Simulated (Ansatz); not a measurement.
# CaF2: a single-point run

The task is a single-point run on CaF2. The structure is shown as the input types it.

Computed with Ansatz 0.2.0 (density functional or hybrid calculation with the settings of its input, plane waves (as first typed), unless a step's input says otherwise).

3 further runs of the same task are left out: 3 that didn't finish.

### Step 1. The structure to begin with

The structure is cubic, space group Fm-3m (No. 225). Conventional cell: a = 5.439 Å, b = 5.439 Å, c = 5.439 Å, α = 90.00°, β = 90.00°, γ = 90.00°. Around Ca (site symmetry m-3m) lie 8 F at 2.36 Å. F (site symmetry -43m) is surrounded by 4 Ca at 2.36 Å.

Coordinates:

```cif
data_structure
_symmetry_space_group_name_H-M 'P 1'
_symmetry_Int_Tables_number 1
_cell_length_a 3.8461
_cell_length_b 3.8461
_cell_length_c 3.8461
_cell_angle_alpha 60.000
_cell_angle_beta 60.000
_cell_angle_gamma 60.000
_cell_volume 40.23
loop_
_atom_site_label
_atom_site_type_symbol
_atom_site_fract_x
_atom_site_fract_y
_atom_site_fract_z
_atom_site_occupancy
Ca1 Ca 0.00000 0.00000 0.00000 1
F1 F 0.25000 0.25000 0.25000 1
F2 F 0.75000 0.75000 0.75000 1
```

### Step 2. The calculation

input.yaml reads:

```yaml
crystal:
  lattice:
    - [0.0, 2.7195929737, 2.7195929737]
    - [2.7195929737, 0.0, 2.7195929737]
    - [2.7195929737, 2.7195929737, 0.0]
  atoms:
    - { symbol: Ca, position: [0.0, 0.0, 0.0] }
    - { symbol: F, position: [0.25, 0.25, 0.25] }
    - { symbol: F, position: [0.75, 0.75, 0.75] }
kpoints:
  mp_grid: { grid: [4, 4, 4] }
hamiltonian:
  xc: hse06
scf:
  occupations: { method: fixed }
  n_extra_bands: 4
  max_iter: 91
output:
  forces: true
  stress: true
  eigenvalues: true
basis:
  ecutrho_ratio: 1
```

The run is started by

```
> ansatz run input.yaml --threads 4 --pin off --max-ram 3686MiB --backend cpu --events-out ev --progress --plain --runs-dir out
```

What happens when this is run?

This run ends as converged, with warnings (cutoff below recommended, stress exchange threshold loose, stress scf threshold loose). Its log warns: «basis.ecutrho_ratio = 1 (ecutrho = 420 eV) is below the records' recommended 1680 eV»

Look at the input: basis.ecutrho_ratio is 1. The density grid can't hold the products of the orbitals.

To check: delete basis.ecutrho_ratio (the default then holds).
